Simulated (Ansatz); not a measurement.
**TiNi under changes of volume**

One of the cells (13.403 Å³/atom); the others are scaled copies at fixed shape and fractional positions:

```
Ni Ti
1.0
     2.73580    0.00000    0.00000
     0.00000    2.73580    0.00000
     0.00000    0.00000    3.58141
Ni Ti
1 1
Direct
  0.00000 0.00000 0.00000
  0.50000 0.50000 0.50000
```

The cell comes from a database or a generator and needn't be the stable form of this composition.

```yaml
Program: Ansatz 0.2.0
Functional: r2SCAN
Potentials_or_basis: Ansatz PAW
Cutoff: "500 eV (not typed: the program's choice for these potentials)"
k_mesh: 10 × 10 × 8
Occupations: fermi-dirac, width 0.05 eV
Spin: collinear spin, ferromagnetic start
Starting_moments: "[1.0, 1.0] μB"
```

```csv
volume (Å³/atom),energy over the lowest point (meV/atom),pressure (GPa),moment (μB per cell)
12.599,?,?,?
12.867,3.51,4.0,0.44
13.135,0.00,0.4,0.47
13.403,2.27,-2.9,0.50
13.671,9.74,-5.7,0.54
13.939,21.80,-8.3,0.60
14.207,37.87,-10.5,0.67
```

Task: What does the run at 12.599 Å³/atom give?

Result: Energy over the lowest point 13.44 meV/atom; pressure 8.0 GPa; moment 0.42 μB per cell.

Worked out: A Birch-Murnaghan fit of order 3 (a polynomial in V^(-2/3)) to the other rows has its minimum at 13.16 Å³/atom with B0 = V·E''(V) = 169 GPa and B' = 4.9 at fixed shape and positions, which overstates the stiffness. It gives 13.63 meV/atom at 12.599 Å³/atom, against the run's 13.44, and -dE/dV = 8.2 GPa, against 8.0. A parabola through the other rows of the moment, of slope 0.0192 μB per Å³/atom there, extrapolates to 0.43 μB, against the run's 0.42.

Energies are extrapolated to zero smearing.

Caveats: the magnetic or orbital state may not be the lowest; the PAW data sets come from PBE, with cores solved anew for the run's functional, which leaves a small shift of forces and pressure.
